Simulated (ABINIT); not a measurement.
Crystal: P.

```
CELL_PARAMETERS angstrom
1.64774 -5.46504 0.00000
1.64774 5.46504 0.00000
0.00000 0.00000 4.54364
ATOMIC_POSITIONS crystal
P 0.90414 0.09586 0.58882
P 0.09586 0.90414 0.41118
P 0.59586 0.40414 0.08882
P 0.40414 0.59586 0.91118
```

Base run:

| Item | Value |
| --- | --- |
| Program | ABINIT 10.8.3 (patched build) |
| Functional | PBE |
| Potentials or basis | PseudoDojo NC SR PBE v0.4.1 standard |
| Cutoff | 599 eV |
| k mesh | 6 × 6 × 4 |
| Occupations | fermi-dirac, width 0.05 eV |
| Spin | no spin polarisation |

Its results: band gap on the k mesh 0.09 eV, direct; pressure 2.1 GPa; largest force 0.358 eV/Å.

**Question.** The run is repeated on the same cell with these changes: functional from PBE to LDA; potentials or basis from PseudoDojo NC SR PBE v0.4.1 standard to PseudoDojo NC SR LDA v0.4.1 standard; cutoff from 599 eV to 490 eV. What comes out?

**Answer.** Band gap on the k mesh none (metal or under the smearing width); pressure -2.3 GPa; largest force 0.186 eV/Å.

A k mesh can miss the band edges.
